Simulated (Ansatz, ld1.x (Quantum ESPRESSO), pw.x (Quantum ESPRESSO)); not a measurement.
From atom to crystal: RRKJ potential for C

```json
{
 "Element": "carbon (C)",
 "Generator": "ld1.x (Quantum ESPRESSO) 7.5",
 "Type": "norm-conserving RRKJ (Kleinman–Bylander form)",
 "Functional": "PBE",
 "Relativity": "scalar-relativistic",
 "Frozen core": "[He]",
 "Valence charge": "4",
 "Reference configuration": "2s2 2p2",
 "Partial waves": "2s (bound): rc 1.20 bohr; 3d channel at 0.25 Ry: rc 1.95 bohr; 2p (bound): rc 2.15 bohr",
 "Local potential": "the p channel",
 "Core correction": "none",
 "rho0": "0.01"
}
```

Atomic tests: cutoffs needed: 50 Ry and 70 Ry (the cutoffs (Ry, on a coarse ladder) from which the occupation-weighted sum of valence levels, in a spherical-Bessel basis at the reference potential, stays within 10 and 1 mRy of its value at 400 Ry); ghost test: no extra level below or beside the all-electron valence levels (s, d, p, f tested) (spherical-Bessel basis up to 400 Ry, 20 bohr box); largest excitation error: +710 meV (all-electron minus pseudo) for 2s1 2p0, out of 7 test configurations.

Crystal test: fcc C in pw.x 7.5, no spin, 18³ k-points, Fermi–Dirac smearing 0.01 Ry, cutoffs 85/340 Ry. The reference is all-electron LAPW (Ansatz 0.2.0) with the same functional, mesh and smearing; V0 and B0 come from Birch–Murnaghan fits to the pressures at five volumes. Errors are pseudo minus all-electron; Δ is the rms difference of the E(V) curves that follow from these fits, minima aligned, over ±6 % about the mean V0. Mesh and smearing are coarse, so the numbers serve the comparison and aren't converged zero-temperature values; the lattice is a test structure that the element need not adopt.

| V (Å³/atom) | P all-electron (GPa) | P pseudo (GPa) |
| --- | --- | --- |
| 7.083 | 5.44 | 19.82 |
| 7.270 | 1.19 | 14.51 |
| 7.456 | -2.58 | 9.77 |
| 7.642 | -5.94 | 5.53 |
| 7.829 | -8.92 | 1.74 |

All-electron: a0 = 3.083 Å (V0 = 7.33 Å³/atom), B0 = 151.8 GPa.

Pseudopotential: mean pressure error (GPa): +12.43. The pressure does not cross zero within the volumes sampled, so no fit is given. This is a poor potential for the solid.

Problem. At the middle volume, how do free energy and pressure move when the wave cutoff is lowered (ecutrho kept at four times it)?

Solution.

```csv
cutoff (Ry),shift of F (meV/atom),shift of P (GPa)
38,+311.4,-19.43
51,+67.3,-6.68
68,+4.2,-0.81
```

Input at the middle volume:

```
&control
  calculation='scf', prefix='x', pseudo_dir='./', outdir='./tmp', tstress=.true., disk_io='none'
/
&system
  ibrav=0, nat=1, ntyp=1, ecutwfc=85, ecutrho=340, nbnd=9,
  occupations='smearing', smearing='fd', degauss=0.01
/
&electrons
  conv_thr=1e-09, mixing_beta=0.4, electron_maxstep=70
/
ATOMIC_SPECIES
C 1.0 C.UPF
CELL_PARAMETERS angstrom
  0.00000000 1.55057211 1.55057211
  1.55057211 0.00000000 1.55057211
  1.55057211 1.55057211 0.00000000
ATOMIC_POSITIONS crystal
C 0.0000 0.0000 0.0000
K_POINTS automatic
18 18 18 0 0 0
```

```bash
pw.x < C.scf.in > C.scf.out
```

Lines of the output:

```
Message from routine setup:
     using ibrav=0 with symmetry is DISCOURAGED, use correct ibrav instead
     lattice parameter (alat)  =       4.1439  a.u.
     unit-cell volume          =      50.3156 (a.u.)^3
     number of electrons       =         4.00
     number of Kohn-Sham states=            9
     kinetic-energy cutoff     =      85.0000  Ry
     charge density cutoff     =     340.0000  Ry
     scf convergence threshold =      1.0E-09
     Exchange-correlation= PBE
     number of k points=   195  Fermi-Dirac smearing, width (Ry)=  0.0100
     iteration #  1     ecut=    85.00 Ry     beta= 0.40
     total energy              =     -10.99284048 Ry
     estimated scf accuracy    <       0.00033681 Ry
     iteration #  2     ecut=    85.00 Ry     beta= 0.40
     total energy              =     -10.99286798 Ry
     estimated scf accuracy    <       0.00011781 Ry
     iteration #  3     ecut=    85.00 Ry     beta= 0.40
     total energy              =     -10.99287233 Ry
     estimated scf accuracy    <       0.00000125 Ry
     iteration #  4     ecut=    85.00 Ry     beta= 0.40
     total energy              =     -10.99287240 Ry
     estimated scf accuracy    <          5.5E-09 Ry
     iteration #  5     ecut=    85.00 Ry     beta= 0.40
     the Fermi energy is    10.2598 ev
!    total energy              =     -10.99287240 Ry
     estimated scf accuracy    <          3.5E-10 Ry
     smearing contrib. (-TS)   =      -0.00171855 Ry
     The total energy is F=E-TS. E is the sum of the following terms:
     one-electron contribution =       4.32147761 Ry
     hartree contribution      =       0.38808375 Ry
     xc contribution           =      -3.18298961 Ry
     ewald contribution        =     -12.51772560 Ry
     convergence has been achieved in   5 iterations
          total   stress  (Ry/bohr**3)                   (kbar)     P=       97.67
     Message from routine punch:
     Nothing written, as per user request (disk_io='none')
```

The run at the middle volume (195 k-points, 5 iterations) took about 8.7 s on one core of a shared host (Neoverse-V1, 32 threads, 247 GiB, load 13).
